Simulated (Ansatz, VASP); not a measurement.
## One calculation of AlN, two programs

```
CELL_PARAMETERS angstrom
3.10667 0.00000 0.00000
-1.55333 2.69045 0.00000
0.00000 0.00000 9.95681
ATOMIC_POSITIONS crystal
Al 0.33333 0.66667 0.00085
Al 0.33333 0.66667 0.50085
Al 0.66667 0.33333 0.25085
Al 0.66667 0.33333 0.75085
N 0.33333 0.66667 0.19165
N 0.33333 0.66667 0.69165
N 0.66667 0.33333 0.44165
N 0.66667 0.33333 0.94165
```

Alike in both runs: task single point; functional r2SCAN; k mesh 12 × 12 × 2; occupations gaussian, width 0.05 eV; no spin polarisation.

|  | VASP | Ansatz |
| --- | --- | --- |
| version | VASP 6.6.1 | Ansatz 0.2.0 |
| potentials or method | VASP PAW PBE potentials, release 64 (Al, N) | scalar-relativistic, plane waves, PAW |
| plane-wave cutoff (eV) | 520 | 500 |
| valence electrons in the cell | 32 | 32 |

Ansatz gave:

| Item | Value |
| --- | --- |
| gap on the k mesh at the Fermi level (eV) | 4.88 |
| least direct gap on the mesh (eV) | 4.88 |
| pressure (GPa) | 0.0 |

Task: Estimate VASP's values.

Result: gap on the k mesh at the Fermi level (eV): 4.92; least direct gap on the mesh (eV): 4.92; pressure (GPa): -0.4.

Caveats: the PAW data sets were made with another functional, which shifts forces and pressure a little (VASP). A k mesh can miss the band edges.
